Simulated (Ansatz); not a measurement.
**GaP: energy and stress against strain**

The task, for GaP: strain the cell along the Voigt pattern (0, 1, 0, 0, 0, 0).

Program: Ansatz 0.2.0. Level of theory: DFT r2SCAN, scalar-relativistic, plane waves, PAW. These are calculated values, not measurements.

## 1. The starting structure

Symmetry: F-43m, No. 216, cubic system. Conventional cell: a = 5.451 Å, b = 5.451 Å, c = 5.451 Å, α = 90.00°, β = 90.00°, γ = 90.00°. Around Ga (site symmetry -43m) lie 4 P at 2.36 Å. Around P (site symmetry -43m) lie 4 Ga at 2.36 Å.

As a file:

```
CELL_PARAMETERS angstrom
0.00000 2.72525 2.72525
2.72525 0.00000 2.72525
2.72525 2.72525 0.00000
ATOMIC_POSITIONS crystal
Ga 0.00000 0.00000 0.00000
P 0.75000 0.75000 0.75000
```

No relaxation comes first: the listed cell is the starting point.

## 2. Zero of energy

Reference values: F = -4550.4829 eV; pressure 0.04 GPa; largest force 0.000 eV/Å; gap on the mesh 1.89 eV. It was computed beforehand with the settings of the runs below.

## 3. The scan: energy and stress against strain

The cell is strained by ε times the Voigt pattern (0, 1, 0, 0, 0, 0) (xx, yy, zz, yz, xz, xy; engineering shear), with fractional coordinates fixed (clamped ions). The stress on the pattern is the sum of the stress components weighted by it, tension positive.

## 4. ε = -0.0600

Input file input.yaml:

```yaml
crystal:
  lattice:
    - [0.0, 2.561735, 2.72525]
    - [2.72525, 0.0, 2.72525]
    - [2.72525, 2.561735, 0.0]
  atoms:
    - { symbol: Ga, position: [0.0, 0.0, 0.0] }
    - { symbol: P, position: [0.75, 0.75, 0.75] }
basis:
  ecutwfc: 500
kpoints:
  mp_grid: { grid: [8, 8, 8] }
hamiltonian:
  xc: r2scan
scf:
  occupations: { method: gaussian, width: 0.05 }
output:
  forces: true
  stress: true
  eigenvalues: true
  write_density: true
  write_potential: true
  elf: true
  volumetric_format: npy
```

Launch:

```console
$ ansatz run input.yaml --threads 1 --pin off --max-ram 2560MiB --backend cpu --events-out ev --progress --plain --runs-dir out
```

## 5. At ε = 0.0450

Edit input.yaml of step 4 so:

```diff
@@ -2,5 +2,5 @@
   lattice:
-    - [0.0, 2.561735, 2.72525]
+    - [0.0, 2.84788625, 2.72525]
     - [2.72525, 0.0, 2.72525]
-    - [2.72525, 2.561735, 0.0]
+    - [2.72525, 2.84788625, 0.0]
   atoms:
```

## 6. ε = -0.0300

Edit input.yaml of step 5 so:

```diff
@@ -2,5 +2,5 @@
   lattice:
-    - [0.0, 2.84788625, 2.72525]
+    - [0.0, 2.6434925, 2.72525]
     - [2.72525, 0.0, 2.72525]
-    - [2.72525, 2.84788625, 0.0]
+    - [2.72525, 2.6434925, 0.0]
   atoms:
@@ -20,5 +20 @@
   eigenvalues: true
-  write_density: true
-  write_potential: true
-  elf: true
-  volumetric_format: npy
```

## 7. Point ε = 0.0150

Edit input.yaml of step 6 so:

```diff
@@ -2,5 +2,5 @@
   lattice:
-    - [0.0, 2.6434925, 2.72525]
+    - [0.0, 2.76612875, 2.72525]
     - [2.72525, 0.0, 2.72525]
-    - [2.72525, 2.6434925, 0.0]
+    - [2.72525, 2.76612875, 0.0]
   atoms:
```

## 8. At ε = 0.0600

Edit input.yaml of step 7 so:

```diff
@@ -2,5 +2,5 @@
   lattice:
-    - [0.0, 2.76612875, 2.72525]
+    - [0.0, 2.888765, 2.72525]
     - [2.72525, 0.0, 2.72525]
-    - [2.72525, 2.76612875, 0.0]
+    - [2.72525, 2.888765, 0.0]
   atoms:
```

## 9. Point ε = -0.0450

Edit input.yaml of step 8 so:

```diff
@@ -2,5 +2,5 @@
   lattice:
-    - [0.0, 2.888765, 2.72525]
+    - [0.0, 2.60261375, 2.72525]
     - [2.72525, 0.0, 2.72525]
-    - [2.72525, 2.888765, 0.0]
+    - [2.72525, 2.60261375, 0.0]
   atoms:
@@ -20 +20,5 @@
   eigenvalues: true
+  write_density: true
+  write_potential: true
+  elf: true
+  volumetric_format: npy
```

## 10. ε = 0.0300

Edit input.yaml of step 9 so:

```diff
@@ -2,5 +2,5 @@
   lattice:
-    - [0.0, 2.60261375, 2.72525]
+    - [0.0, 2.8070075, 2.72525]
     - [2.72525, 0.0, 2.72525]
-    - [2.72525, 2.60261375, 0.0]
+    - [2.72525, 2.8070075, 0.0]
   atoms:
@@ -20,5 +20 @@
   eigenvalues: true
-  write_density: true
-  write_potential: true
-  elf: true
-  volumetric_format: npy
```

## 11. At ε = -0.0150

Edit input.yaml of step 10 so:

```diff
@@ -2,5 +2,5 @@
   lattice:
-    - [0.0, 2.8070075, 2.72525]
+    - [0.0, 2.68437125, 2.72525]
     - [2.72525, 0.0, 2.72525]
-    - [2.72525, 2.8070075, 0.0]
+    - [2.72525, 2.68437125, 0.0]
   atoms:
```

## 12. ε = 0.0525

Edit input.yaml of step 11 so:

```diff
@@ -2,5 +2,5 @@
   lattice:
-    - [0.0, 2.68437125, 2.72525]
+    - [0.0, 2.868325625, 2.72525]
     - [2.72525, 0.0, 2.72525]
-    - [2.72525, 2.68437125, 0.0]
+    - [2.72525, 2.868325625, 0.0]
   atoms:
@@ -20 +20,5 @@
   eigenvalues: true
+  write_density: true
+  write_potential: true
+  elf: true
+  volumetric_format: npy
```

(Steps that only read results are left out.)

Q: Predict the outcome of this session. Wanted: slope of the stress at ε = 0, over ±0.0150.

**Answer**, as computed:

```
                                  quantity    value
slope of the stress at ε = 0, over ±0.0150  143 GPa
```

**Reading.** From the stress slope, C22 is about 143 GPa with the ions clamped; letting the atoms relax could not make it stiffer. The undisturbed cell stays the lowest of the sampled points. Compression costs more than tension: 34.2 against 30.6 meV/atom at the ends. The gap on the mesh stays between 1.16 and 1.89 eV.
